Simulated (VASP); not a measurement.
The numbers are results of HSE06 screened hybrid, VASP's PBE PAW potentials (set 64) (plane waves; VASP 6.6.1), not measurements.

The input files of a VASP run:

**INCAR**
```
SYSTEM = CsPbI3
PREC = Accurate
ENCUT = 270
EDIFF = 1E-6
NELM = 100
ALGO = Normal
LREAL = .FALSE.
LASPH = .TRUE.
ISMEAR = 0
SIGMA = 0.01
GGA = PE
HFSCREEN = 0.2
AEXX = 0.25
LHFCALC = .TRUE.
PRECFOCK = Fast
ISYM = 3
LMAXMIX = 4
LWAVE = .FALSE.
LCHARG = .FALSE.
ISIF = 2
```

**POSCAR**
```
CsPbI3
1
    6.3422840000     0.0000000000     0.0000000000
    0.0000000000     6.3422840000     0.0000000000
    0.0000000000     0.0000000000     6.3422840000
Cs Pb I
1 1 3
Direct
  0.5000000000   0.5000000000   0.5000000000
  0.0000000000   0.0000000000   0.0000000000
  0.0000000000   0.0000000000   0.5000000000
  0.5000000000   0.0000000000   0.0000000000
  0.0000000000   0.5000000000   0.0000000000
```

KPOINTS:
```
K-points
0
G
  3 3 3
0 0 0
```

POTCAR, in this order: Cs_sv Pb_d I (PBE.64 set). Program: vasp_std.

The run wrote:

### OSZICAR
```
       N       E                     dE             d eps       ncg     rms          rms(c)
DAV:   1    -0.705188830634E+04   -0.70519E+04   -0.13092E+04   240   0.845E+02
DAV:   2    -0.732094268829E+04   -0.26905E+03   -0.26349E+03   272   0.252E+02
DAV:   3    -0.734767084876E+04   -0.26728E+02   -0.26662E+02   246   0.931E+01
DAV:   4    -0.734841531481E+04   -0.74447E+00   -0.74413E+00   296   0.191E+01
DAV:   5    -0.170639674181E+02    0.73314E+04   -0.23128E+01   240   0.412E+01    0.701E+00
DAV:   6    -0.168909040277E+02    0.17306E+00   -0.19260E+00   222   0.755E+00    0.586E+00
DAV:   7    -0.168816799185E+02    0.92241E-02   -0.44575E-01   294   0.278E+00    0.457E+00
DAV:   8    -0.168846962501E+02   -0.30163E-02   -0.46047E-02   246   0.956E-01    0.289E+00
DAV:   9    -0.168834534400E+02    0.12428E-02   -0.55023E-03   246   0.415E-01    0.165E+00
DAV:  10    -0.168830132790E+02    0.44016E-03   -0.15837E-03   246   0.234E-01    0.894E-01
DAV:  11    -0.168830101544E+02    0.31246E-05   -0.61036E-04   238   0.141E-01    0.469E-01
DAV:  12    -0.168830675413E+02   -0.57387E-04   -0.24585E-04   242   0.885E-02    0.241E-01
DAV:  13    -0.168831093666E+02   -0.41825E-04   -0.11395E-04   256   0.577E-02    0.126E-01
DAV:  14    -0.168831333391E+02   -0.23973E-04   -0.58717E-05   246   0.388E-02    0.670E-02
DAV:  15    -0.168831463586E+02   -0.13019E-04   -0.30638E-05   234   0.274E-02    0.372E-02
DAV:  16    -0.168831532216E+02   -0.68631E-05   -0.16304E-05   230   0.192E-02    0.217E-02
DAV:  17    -0.168831564579E+02   -0.32362E-05   -0.86497E-06   204   0.136E-02    0.135E-02
DAV:  18    -0.168831579004E+02   -0.14425E-05   -0.46659E-06   194   0.999E-03    0.904E-03
DAV:  19    -0.168831584539E+02   -0.55351E-06   -0.24387E-06   180   0.706E-03
   1 F= -.16883158E+02 E0= -.16883158E+02  d E =-.135796E-62
```

### OUTCAR
```
------------------------ aborting loop because EDIFF is reached ----------------------------------------
  FORCE on cell =-STRESS in cart. coord.  units (eV):
  Direction    XX          YY          ZZ          XY          YZ          ZX
  --------------------------------------------------------------------------------------
  Total       -0.3638699     -0.3638699     -0.3638699     -0.0000000     -0.0000000      0.0000000
  in kB       -2.2851761     -2.2851761     -2.2851761     -0.0000000     -0.0000000      0.0000000
  external PRESSURE =      -2.2851761 kB  Pullay stress =       0.0000000 kB
  volume of cell :      255.12
      direct lattice vectors                 reciprocal lattice vectors
     6.342284000  0.000000000  0.000000000     0.157671905  0.000000000  0.000000000
     0.000000000  6.342284000  0.000000000     0.000000000  0.157671905  0.000000000
     0.000000000  0.000000000  6.342284000     0.000000000  0.000000000  0.157671905
 POSITION                                       TOTAL-FORCE (eV/Angst)
 -----------------------------------------------------------------------------------
      3.17114      3.17114      3.17114         0.000000      0.000000      0.000000
      0.00000      0.00000      0.00000         0.000000      0.000000      0.000000
      0.00000      0.00000      3.17114         0.000000      0.000000      0.000000
      3.17114      0.00000      0.00000         0.000000      0.000000      0.000000
      0.00000      3.17114      0.00000         0.000000      0.000000      0.000000
 -----------------------------------------------------------------------------------
    total drift:                                0.000054      0.000007     -0.000016
  FREE ENERGIE OF THE ION-ELECTRON SYSTEM (eV)
  ---------------------------------------------------
  free  energy   TOTEN  =       -16.8831584539 eV

  energy  without entropy=      -16.8831584539  energy(sigma->0) =      -16.88315845

  exchange ACFDT corr.  =         0.00000000  see jH, gK, PRB 81, 115126
```
(Selected blocks of OUTCAR.)

At this cut-off the stress carries a Pulay error, which pulls relaxed volumes low.

The structure comes from a computed database's CsPbI3 entry; how it stands against other phases isn't given here. The cell was not relaxed at this level. The run is one of a series of settings (ENCUT = 270 against the base run), some of them coarse on purpose.
